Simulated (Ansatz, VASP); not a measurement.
## One calculation of Hf, two programs

Contents of INCAR:

```
PREC = Accurate
ENCUT = 520
EDIFF = 1E-6
ISMEAR = 0
SIGMA = 0.05
LREAL = False
LASPH = True
NELM = 60
ALGO = Normal
ISIF = 2
LWAVE = False
LCHARG = False
GGA = PS
NBANDS = 11
```

The input KPOINTS:

```
Automatic mesh
0
Gamma
  18 18 18
```

POSCAR

```
Hf
1.0
   -1.7680102936      1.7680102936      1.7680102936
    1.7680102936     -1.7680102936      1.7680102936
    1.7680102936      1.7680102936     -1.7680102936
Hf
1
Direct
    0.0000000000      0.0000000000      0.0000000000
```

Input for Ansatz:

```yaml
crystal:
  lattice:
    - [-1.7680102936, 1.7680102936, 1.7680102936]
    - [1.7680102936, -1.7680102936, 1.7680102936]
    - [1.7680102936, 1.7680102936, -1.7680102936]
  atoms:
    - { symbol: Hf, position: [0.0, 0.0, 0.0] }
basis:
  ecutwfc: 420
  ecutrho_ratio: 4
kpoints:
  mp_grid: { grid: [18, 18, 18] }
hamiltonian:
  xc: pbesol
scf:
  occupations: { method: gaussian, width: 0.05 }
output:
  forces: true
  stress: true
  eigenvalues: true
```

Alike in both runs: task single point; functional PBEsol; k mesh 18 × 18 × 18; occupations gaussian, width 0.05 eV; no spin polarisation.

|  | VASP | Ansatz |
| --- | --- | --- |
| version | VASP 6.6.1 | Ansatz 0.2.0 |
| potentials or method | VASP PAW PBE potentials, release 64 (Hf_pv) | scalar-relativistic, plane waves, PAW |
| plane-wave cutoff (eV) | 520 | 420 |
| valence electrons in the cell | 10 | 26 |

Ansatz gave:

| Property | Result |
| --- | --- |
| gap on the k mesh at the Fermi level (eV) | none |
| pressure (GPa) | -3.8 |

Estimate VASP's values.

gap on the k mesh at the Fermi level (eV): none; pressure (GPa): -4.1.

A gap of «none» marks a metal or a gap that the smearing closes. The two sets of potentials don't hold the same shells in valence.

Caveats: the PAW data sets were made with another functional, which shifts forces and pressure a little (VASP). The runs have no spin-orbit coupling, so splittings on Hf are missing.
